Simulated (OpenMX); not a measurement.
SnSe2:

```
Sn Se
1.0
     3.81100    0.00000    0.00000
    -1.90550    3.30042    0.00000
     0.00000    0.00000    6.13600
Sn Se
1 2
Direct
  0.00000 0.00000 0.00000
  0.66667 0.33333 0.75100
  0.33333 0.66667 0.24900
```

Base run:

- Program: OpenMX 3.8.5
- Functional: PBE
- Potentials or basis: OpenMX 2013 PBE set, Sn7.0-s3p2d2, Se7.0-s3p2d2, grid cutoff 500 Ry
- k mesh: 9 × 9 × 5
- Occupations: fermi-dirac, width 0.05 eV
- Spin: no spin polarisation

Its results: band gap on the k mesh 0.71 eV, indirect (least direct gap 1.13 eV); pressure 7.0 GPa; largest force 1.114 eV/Å.

Q: After a change of settings the same cell gave: band gap on the k mesh 0.63 eV, indirect (least direct gap 1.14 eV); pressure 6.3 GPa; largest force 1.024 eV/Å. Which change was it?
A. functional from PBE to LDA; potentials or basis from OpenMX 2013 PBE set, Sn7.0-s3p2d2, Se7.0-s3p2d2, grid cutoff 500 Ry to OpenMX 2013 LDA set, Sn7.0-s3p2d2, Se7.0-s3p2d2, grid cutoff 500 Ry
B. potentials or basis from OpenMX 2013 PBE set, Sn7.0-s3p2d2, Se7.0-s3p2d2, grid cutoff 500 Ry to OpenMX 2013 PBE set, Sn7.0-s3p2d2f1, Se7.0-s3p2d2f1, grid cutoff 500 Ry
C. potentials or basis from OpenMX 2013 PBE set, Sn7.0-s3p2d2, Se7.0-s3p2d2, grid cutoff 500 Ry to OpenMX 2013 PBE set, Sn7.0-s3p2d1, Se7.0-s3p2d1, grid cutoff 500 Ry

A: B.

Caveats: spin-orbit coupling is left out, which moves the levels of the heavy elements; this functional lacks dispersion, which binds the layers, so the pressure and a relaxed spacing across them are unreliable; the basis of atomic orbitals isn't converged, which shifts pressures, moduli and gaps; forces of over 1 eV/Å show positions far from the minimum, so gaps and moduli don't describe the material at rest; an odd mesh through Γ misses points on the zone boundary, where band edges often lie (some runs).

Not every run made on this cell is shown here.
